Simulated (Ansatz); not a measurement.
CuO (Tenorite):

```
Cu O
1.0
     2.34185   -1.71130    0.00000
     2.34185    1.71130    0.00000
    -0.85003    0.00000    5.05787
Cu O
2 2
Cartesian
  0.7459 -0.8557 2.5289
  1.1709 0.8557 0.0000
  1.7043 0.2793 3.7934
  2.1293 -0.2793 1.2645
```

* Program: Ansatz 0.2.0
* Task: relaxation of cell and atoms
* Functional: r2SCAN
* Potentials or basis: Ansatz PAW
* Cutoff: 500 eV (not typed: the program's choice for these potentials)
* k mesh: 10 × 10 × 5
* Occupations: fermi-dirac, width 0.05 eV
* Spin: no spin polarisation
* Hubbard terms: Cu d U = 6 eV

At the start: volume 10.13 Å³/atom.

Task: Where does the relaxation end?

Result: It ends after 18 steps and the volume is 10.93 Å³/atom (+7.8 %); space group C2/c (No. 15, to 0.05 Å).

The path:
| step | energy change (eV) | largest force (eV/Å) | volume (Å³) |
| --- | --- | --- | --- |
| 1 | 0.0000 | 0.1397 | 40.54 |
| 2 | -0.0067 | 0.1248 | 40.94 |
| 3 | -0.0174 | 0.0032 | 41.79 |
| 4 | -0.0211 | 0.0164 | 42.20 |
| 5 | -0.0259 | 0.0285 | 42.67 |
| 6 | -0.0273 | 0.0018 | 42.90 |
| 7 | -0.0273 | 0.0002 | 43.02 |
| 8 | -0.0273 | 0.0002 | 43.05 |
| 9 | -0.0273 | 0.0000 | 43.07 |
| 10 | -0.0323 | 0.0000 | 43.07 |
| 11 | -0.0332 | 0.0051 | 43.36 |
| 12 | -0.0339 | 0.0133 | 43.70 |
| 13 | -0.0341 | 0.0009 | 43.64 |
| 14 | -0.0342 | 0.0001 | 43.64 |
| 15 | -0.0351 | 0.0002 | 43.64 |
| 16 | -0.0351 | 0.0027 | 43.72 |
| 17 | -0.0352 | 0.0003 | 43.70 |
| 18 | -0.0352 | 0.0003 | 43.70 |

Final structure:
```
Cu O
1.0
     2.06269   -2.05157    0.13371
     2.06269    2.05157    0.13371
    -0.45993    0.00000    5.13375
Cu O
2 2
Direct
  0.50000 0.00000 0.50000
  0.00000 0.50000 0.00000
  0.49255 0.50745 0.75000
  0.50745 0.49255 0.25000
```

Caveat: the plane-wave basis is chosen anew once the cell has moved, so the energies of steps on either side of that aren't comparable; the run has no spin polarisation, though such a crystal can be magnetic; U without spin polarisation on a metal has little footing; the PAW data sets come from PBE, with cores solved anew for the run's functional, which leaves a small shift of forces and pressure.
